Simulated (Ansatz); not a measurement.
How far is PAW off for InSb?

```
In Sb
1.0
     5.35700    0.00000    0.00000
     0.00000    5.71200    0.00000
     0.00000    0.00000    3.15489
In Sb
2 2
Direct
  0.00000 0.00000 0.00000
  0.50000 0.50000 0.00000
  0.50000 0.00000 0.83500
  0.00000 0.50000 0.16500
```

Atoms are numbered in the order listed.

Conventional cell: a = 5.357 Å, b = 5.712 Å, c = 3.155 Å, α = 90.00°, β = 90.00°, γ = 90.00°. Around In (atom 1) lie 4 Sb at 2.73 to 2.90 Å. Sb (atom 3) has 4 In at 2.73 to 2.90 Å as nearest neighbours.

The cell comes from COD entry 1525500, which wasn't checked; take it as a given geometry. The listed cell was then made from it by scaling, straining or moving an atom.

No spin–orbit coupling, which matters for the heavy atoms here.

Levels of theory: DFT, PBE, PAW with Ansatz's default frozen-core files, scalar-relativistic (Ansatz 0.2.0); DFT, PBE, all-electron LAPW, scalar-relativistic (Ansatz 0.2.0).

For PAW: a Γ-centred 6×6×11 k mesh, Fermi–Dirac smearing of 0.08 eV, cutoff 420 eV, no spin polarisation. LAPW targets a basis error of 1 meV/atom. The Ansatz runs share mesh, smearing and spin set-up. Plane-wave (PAW) pressures include the program's estimate of the Pulay term.

Stress and pressure are positive in compression.

PAW results:

| quantity | PAW |
| --- | --- |
| pressure (GPa) | 15.19 |
| stress xx (GPa) | 27.86 |
| stress yy (GPa) | 12.46 |
| stress zz (GPa) | 5.27 |
| force on In1, z (eV/Å) | 0.302 |
| force on Sb3, z (eV/Å) | -0.821 |

Problem. What does all-electron LAPW give for the same quantities?

Solution. 
```
              quantity    LAPW
        pressure (GPa)   15.20
       stress xx (GPa)   27.85
       stress yy (GPa)   12.47
       stress zz (GPa)    5.28
force on In1, z (eV/Å)   0.302
force on Sb3, z (eV/Å)  -0.821
```
